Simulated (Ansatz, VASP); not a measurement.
ZnS (Wurtzite-2H): VASP beside Ansatz

INCAR

```
PREC = Accurate
ENCUT = 520
EDIFF = 1E-6
ISMEAR = -1
SIGMA = 0.05
LREAL = F
LASPH = T
NELM = 80
ALGO = Normal
ISIF = 2
LWAVE = F
LCHARG = F
NBANDS = 26
```

The input KPOINTS:

```
regular mesh
0
Gamma
  8 8 5
```

File POSCAR:

```
ZnS
1.0
    3.7594936861      0.0000000000      0.0000000000
   -1.8797468431      3.2558170375      0.0000000000
    0.0000000000      0.0000000000      6.1497464286
Zn S
2 2
Direct
    0.6666666667      0.3333333333      0.5000000000
    0.3333333333      0.6666666667      0.0000000000
    0.6666666667      0.3333333333      0.8850000000
    0.3333333333      0.6666666667      0.3850000000
```

Contents of input.yaml:

```yaml
crystal:
  lattice:
    - [3.7594936861, 0.0, 0.0]
    - [-1.8797468431, 3.2558170375, 0.0]
    - [0.0, 0.0, 6.1497464286]
  atoms:
    - { symbol: Zn, position: [0.6666666667, 0.3333333333, 0.5] }
    - { symbol: Zn, position: [0.3333333333, 0.6666666667, 0.0] }
    - { symbol: S, position: [0.6666666667, 0.3333333333, 0.885] }
    - { symbol: S, position: [0.3333333333, 0.6666666667, 0.385] }
hamiltonian:
  xc: lda
  pseudopotentials: { kind: paw, xc_functional: lda, accuracy: standard }
kpoints:
  mp_grid: { grid: [8, 8, 5] }
scf:
  occupations: { method: fermi_dirac, width: 0.05 }
output:
  forces: true
  stress: true
  eigenvalues: true
```

Alike in both runs: task single point; functional LDA; k mesh 8 × 8 × 5; occupations fermi-dirac, width 0.05 eV; no spin polarisation.

```csv
,VASP,Ansatz
version,VASP 6.6.1,Ansatz 0.2.0
potentials or method,"VASP PAW LDA potentials, release 64 (Zn, S)",JTH PAW LDA
plane-wave cutoff (eV),520,960
valence electrons in the cell,36,36
```

|  | VASP | Ansatz | Ansatz less VASP |
| --- | --- | --- | --- |
| gap on the k mesh at the Fermi level (eV) | 2.22 | 2.17 | -0.045 |
| least direct gap on the mesh (eV) | 2.22 | 2.17 | -0.045 |
| pressure (GPa) | -0.6 | -0.9 | -0.32 |
| largest component of the traceless stress (GPa) | 1.44 | 1.40 | -0.041 |
| rms of the force components (eV/Å) | 0.201 | 0.198 | -0.0030 |

Atom by atom the forces differ by 0.003 eV/Å (rms over components).

Caveats: odd divisions of the mesh miss points on the zone boundary, where band edges often lie, so the gap on the mesh can be too wide (Ansatz).
